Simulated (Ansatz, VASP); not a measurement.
## Two plane-wave programs on Ir

```
Ir
1.0
     0.00000    1.91328    1.91328
     1.91328    0.00000    1.91328
     1.91328    1.91328    0.00000
Ir
1
Cartesian
  0.0000 0.0000 0.0000
```

Change from the starting cell: volume scaled by 0.99, PAW files.

Alike in both runs: task electric field gradients; functional PBE; k mesh 15 × 15 × 15; occupations fermi-dirac, width 0.05 eV; no spin polarisation.

|  | VASP | Ansatz |
| --- | --- | --- |
| version | VASP 6.6.1 | Ansatz 0.2.0 |
| potentials or method | VASP PAW PBE potentials, release 64 (Ir) | PAW with Ansatz's default frozen-core files, scalar-relativistic |
| plane-wave cutoff (eV) | 520 | 420 |
| valence electrons in the cell | 9 | 17 |

VASP gave:

```
pressure (GPa)                                                 : 13.6
Vzz of the field gradient on the site that differs most (V/Å²) : 0.0
```

Problem. Which values does Ansatz return?

Solution. Pressure (GPa): 13.0; Vzz of the field gradient on the site that differs most (V/Å²): 0.0.

The two sets of potentials don't hold the same shells in valence. Ansatz warned: «gradients_without_spin_orbit».

Spin-orbit coupling is left out, which matters for the levels of Ir.
